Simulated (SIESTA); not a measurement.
Crystal: HgSe.

```
CELL_PARAMETERS angstrom
0.00000 3.03900 3.03900
3.03900 0.00000 3.03900
3.03900 3.03900 0.00000
ATOMIC_POSITIONS crystal
Hg 0.00000 0.00000 0.00000
Se 0.75000 0.75000 0.75000
```

Base run:

| Item | Value |
| --- | --- |
| Program | SIESTA 5.4.2 |
| Functional | PBE |
| Potentials or basis | PseudoDojo 0.4 standard (PBE files, fully relativistic) |
| Basis | DZP (energy shift 0.003 Ry; two zetas on semicore shells) |
| Grid cutoff | 800 Ry |
| Energy shift | 0.003 Ry |
| k mesh | 6 × 6 × 6 |
| Occupations | fermi-dirac, width 0.05 eV |
| Spin | non-collinear spin, zero start, spin-orbit coupling |
| Starting moments | [[0.0, 0.0, 0.0], [0.0, 0.0, 0.0]] μB |

Its results: band gap on the k mesh none (metal or under the smearing width); pressure 4.7 GPa; net moment 0.00 μB per cell.

**Question.** The run is repeated on the same cell with these changes: basis from DZP (energy shift 0.003 Ry; two zetas on semicore shells) to TZP (energy shift 0.003 Ry; two zetas on semicore shells). What comes out?

**Answer.** Band gap on the k mesh none (metal or under the smearing width); pressure 3.8 GPa; net moment 0.00 μB per cell.

Caveats: short orbitals over semicore shells can move pressures by several GPa; the valence orbitals were made in a potential fitted to the semicore shell under them, which widens gaps by tenths of an eV or more; the basis of atomic orbitals isn't converged, which shifts pressures, moduli and gaps.
